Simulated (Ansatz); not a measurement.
# MoS2: the cost of one run

Method: DFT PBE+D3(BJ), scalar-relativistic, plane waves, PAW, in Ansatz 0.2.0.

1 further run of the same task is left out (it didn't finish).

**1. Starting point**

The structure is hexagonal, space group P-6m2 (No. 187). The conventional cell has a = 3.150 Å, b = 3.150 Å, c = 6.648 Å, α = 90.00°, β = 90.00°, γ = 120.00°. Mo (site symmetry -6m2) has 6 S at 2.40 Å as nearest neighbours. Around S (site symmetry 3m) lie 3 Mo at 2.40 Å.

Structure file:

```xyz
3
Lattice="3.1497 0.0000 0.0000 -1.5749 2.7277 0.0000 0.0000 0.0000 6.6475" Properties=species:S:1:pos:R:3 pbc="T T T"
Mo    0.0000    0.0000    0.0000
S     0.0000    1.8185    1.5666
S     0.0000    1.8185    5.0809
```

It goes back to an entry of the Materials Project, which need not be the stable form.

This cell was relaxed beforehand with the same method: volume 19.04 Å³/atom, gap on the mesh 1.21 eV.

**2. The reference cell**

The reference gives a free energy of -6763.9534 eV, pressure -0.01 GPa, largest force 0.001 eV/Å and gap on the mesh 1.21 eV. It was computed beforehand with the settings of the runs below.

**3. Next: a strain scan**

The cell is strained by ε times the Voigt pattern (0, 0, 0, 0, 1, 0) (xx, yy, zz, yz, xz, xy; engineering shear), with fractional coordinates fixed (clamped ions). The stress on the pattern is the sum of the stress components weighted by it, tension positive.

**4. ε = -0.0400**

Input file input.yaml:

```yaml
crystal:
  lattice:
    - [3.149723997, 0.0, -0.0629944799]
    - [-1.5748619985, 2.7277409963, 0.03149724]
    - [-0.1329508532, 0.0, 6.6475426602]
  atoms:
    - { symbol: Mo, position: [0.0, 0.0, 0.0] }
    - { symbol: S, position: [0.3333333333, 0.6666666667, 0.2356692374] }
    - { symbol: S, position: [0.3333333333, 0.6666666667, 0.7643307626] }
basis:
  ecutwfc: 420
kpoints:
  mp_grid: { grid: [12, 12, 4] }
hamiltonian:
  xc: pbe
  dispersion: d3bj
scf:
  occupations: { method: gaussian, width: 0.05 }
output:
  forces: true
  stress: true
  eigenvalues: true
```

Launch:

```sh
ansatz run input.yaml --threads 1 --pin off --max-ram 2560MiB --backend cpu --events-out ev --progress --plain --runs-dir out
```

What time and memory should one allow on 1 thread of AMD EPYC 9R45 (Zen 5), shared host?

About 3.7 s, with a peak of 0.51 GiB.
